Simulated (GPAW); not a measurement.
The system is Ag.

```xyz
1
Lattice="-1.6557 1.6557 1.6557 1.6557 -1.6557 1.6557 1.6557 1.6557 -1.6557" Properties=species:S:1:pos:R:3 pbc="T T T"
Ag    0.0000    0.0000    0.0000
```

This isn't the form of Ag at room conditions, which is fcc.

Base run:

```yaml
Program: GPAW 26.7.0
Functional: LDA
Potentials_or_basis: the program's PAW data sets (release 1.2.1) made for this functional
Cutoff: 600 eV
Basis: pw
k_mesh: 11 × 11 × 11
Occupations: fermi-dirac, width 0.05 eV
Spin: no spin polarisation
```

Its results: band gap on the k mesh none (metal or under the smearing width); pressure -11.5 GPa.

The run is repeated on the same cell with these changes: functional from LDA to revPBE. What comes out?

Band gap on the k mesh none (metal or under the smearing width); pressure 1.9 GPa.

revPBE binds less tightly than LDA, so the same cell stands under more pressure.
